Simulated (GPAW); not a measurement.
**A GW chain in GPAW: SnCl2 (2H monolayer)**

The cell holds 3 atoms: 1 Sn and 2 Cl. Its edges and angles: a = 3.913 Å, b = 3.913 Å, c = 14.100 Å, α = 90.0°, β = 90.0°, γ = 120.0°. Vacuum lies along c.

```xyz
3
Lattice="3.9127 0.0000 0.0000 -1.9563 3.3885 0.0000 0.0000 0.0000 14.1000" Properties=species:S:1:pos:R:3
Sn    0.0000    2.2590    7.0500
Cl    1.9563    1.1295    8.7395
Cl    1.9563    1.1295    5.3605
```

- method: DFT, LDA, plane waves, PAW (and 1 further level or step)
- program: GPAW 26.7.0
- settings of one run: cutoff 550 eV, GPAW PAW setups 1.2.1 data release, 9×9×1 k-mesh
- cost: 4 runs, 7.3 min in all on 4 MPI ranks of Arm Neoverse V1, shared host (the runs of this entry)
- notes: Values taken over the cell’s volume include its vacuum. The start is a generated structure, not a measured one. Limits: no spin-orbit coupling.
- LDA gap: 2.51 eV, indirect
- G0W0 gap on the mesh: 4.20 eV
- GW settings: 9×9×1 mesh, 141 bands, screening to 48 eV, full frequency, Hilbert transform
- known limits: not at the basis limit; no spin-orbit coupling

G0W0 moves the gap on the mesh from 2.51 eV to 4.20 eV (+1.69 eV), with Z of 0.76 and 0.80 at the edges. Bands and cutoff are finite, so the gap is not at the basis limit. The miss can reach some tenths of an eV and take either sign; the mesh is an error of its own.

[Paths, hosts, dates, memory and timing lines, banners, echoed tables and standing remarks are left out of the program output.]

[Logs are printed without paths, hosts, clocks, repeated set-up lines and the standing remarks that a program may print on its own settings, such as how far it seeks lower states.]

[Runs of the session that timed out or met a known fault of the program may be left out.]

[Hosts, paths, dates, database ids (printed as entryN), source tags and the programs' standing remarks are cut or masked in the printed files.]
